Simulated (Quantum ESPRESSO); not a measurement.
Input of a Quantum ESPRESSO 7.5 run:

File pw.in:

```
&CONTROL
  calculation = 'scf'
  prefix = 'pwscf'
  outdir = './tmp'
  pseudo_dir = './pseudo'
  tprnfor = .true.
  tstress = .true.
  disk_io = 'low'
/
&SYSTEM
  ibrav = 0
  nat = 1
  ntyp = 1
  ecutwfc = 55
  ecutrho = 440
  nbnd = 12
  occupations = 'smearing'
  smearing = 'fd'
  degauss = 0.00367493
/
&ELECTRONS
  conv_thr = 2d-10
  electron_maxstep = 120
  mixing_beta = 0.5
/
ATOMIC_SPECIES
Ta   180.9479 Ta_pbe_v1.uspp.F.UPF
CELL_PARAMETERS angstrom
  -1.7138403400    1.6638007000    1.6059510000
   1.6932035700   -1.6823021200    1.6038156500
   1.6862236500    1.6546854300   -1.6244524300
ATOMIC_POSITIONS crystal
Ta     0.0000000000    0.0000000000    0.0000000000
K_POINTS automatic
11 11 11 0 0 0
```

File pp_density.in:

```
&INPUTPP
  prefix = 'pwscf'
  outdir = './tmp'
  filplot = 'density.dat'
  plot_num = 0
/
&PLOT
  nfile = 1
  filepp(1) = 'density.dat'
  iflag = 3
  output_format = 6
  fileout = 'density.cube'
/
```

Contents of pp_potential.in:

```
&INPUTPP
  prefix = 'pwscf'
  outdir = './tmp'
  filplot = 'potential.dat'
  plot_num = 11
/
&PLOT
  nfile = 1
  filepp(1) = 'potential.dat'
  iflag = 3
  output_format = 6
  fileout = 'potential.cube'
/
```

Potentials or basis: SSSP 1.3 efficiency PBE.

Launch:

```bash
$ OMP_NUM_THREADS=1 pw.x -in pw.in > pw.out
$ OMP_NUM_THREADS=1 pp.x -in pp_density.in > pp_density.out
$ OMP_NUM_THREADS=1 pp.x -in pp_potential.in > pp_potential.out
```

Problem. What does it give for the band gap on the k mesh?

Solution. None (metal or under the smearing width).

Problem. Estimate the pressure.

Solution. 2.9 GPa.

Stress tensor (GPa, compression positive):
```
0.49 1.45 1.08
1.45 2.44 0.86
1.08 0.86 5.83
```

The run has no spin-orbit coupling, so splittings on Ta are missing.
